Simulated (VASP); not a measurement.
Wanted: the native input for a VASP 6.6.1 run.

| Item | Value |
| --- | --- |
| Task | relaxation of cell and atoms |
| Functional | PBE |
| Potentials or basis | VASP PAW PBE potentials, release 64 (Mo, P) |
| Cutoff | 300 eV |
| k mesh | 8 × 8 × 6 |
| Occupations | methfessel-paxton, width 0.1 eV |
| Spin | no spin polarisation |
| Further INCAR settings | ALGO = Normal; EDIFF = 1e-07; IBRION = 2; EDIFFG = -0.005; NSW = 90; ISIF = 3 |

The structure of MoP lies in POSCAR:

```
MoP                                     
1.0
    3.2303404054     -0.0000000000      0.0000000000
   -1.6151702027      2.7975568540     -0.0000000000
    0.0000000000     -0.0000000000      3.2028833705
  Mo              P             
     1     1
Direct
     0.0000000000000000    0.0000000000000000    0.0000000000000000
     0.3333333332999970    0.6666666667000030    0.5000000000000000
```

The input as run:

INCAR

```
SYSTEM = MoP
  PREC = Accurate
  ENCUT = 300
  EDIFF = 1E-7
  ISMEAR = 1
  SIGMA = 0.1
  LREAL = .False.
  LASPH = .True.
  NELM = 80
  ALGO = Normal
  ISIF = 3
  LWAVE = .False.
  LCHARG = .False.
  GGA = PE
  IBRION = 2
  NSW = 90
  EDIFFG = -0.005
```

KPOINTS

```
regular mesh
0
Gamma
  8 8 6
  0 0 0
```

Potentials or basis: VASP PAW PBE potentials, release 64 (Mo, P).

Run with:

```console
$ cat potpaw_PBE.64/Mo/POTCAR potpaw_PBE.64/P/POTCAR > POTCAR
$ mpirun -np 1 vasp_std > vasp.out
```

Results of the run:

The energy gained by relaxing is 0.0 meV/atom. The ionic steps are 2 and the pressure after relaxing is 0.0 GPa. The band gap on the k mesh is none (metal or under the smearing width).

Caveat: the cutoff is under 1.25 times the usual one of these potentials, so pressure, stress and relaxed cells hold a basis-set (Pulay) error.

Wall time 7.1 s on 1 thread of AMD EPYC 7R13 Processor (Zen 3), on a shared host, peak memory 0.09 GiB.
